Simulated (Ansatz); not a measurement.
## Ytterbium (bcc) across density functionals

All rows: Ansatz, plane waves with scalar-relativistic PAW, 420 eV (500 eV for the SCAN forms), relaxed under each functional, no dispersion correction, no zero-point motion. B₀ comes from uniform scaling at fixed shape; a dash is a value not given.

| functional | V (Å³/atom) | cell | B₀ (GPa) | magnetic state | ΔE to fcc (meV/atom) |
| --- | --- | --- | --- | --- | --- |
| PBE | 34.67 | a = 4.108 Å | 20 | spin not included | -2 |
| r²SCAN | 33.89 | a = 4.077 Å | 22 | spin not included | -16 |
| PBEsol | 31.79 | a = 3.991 Å | 24 | spin not included | -14 |
| LDA | 29.27 | a = 3.883 Å | 27 | spin not included | -21 |
| revPBE | 36.88 | a = 4.194 Å | 18 | spin not included | 5 |
| RPBE | 37.74 | a = 4.226 Å | - | spin not included | 8 |
| BLYP | 36.36 | a = 4.174 Å | 18 | spin not included | 3 |

LDA gives the smallest volume and RPBE the largest.

Semilocal functionals delocalise ytterbium's f shell and shrink the cell.
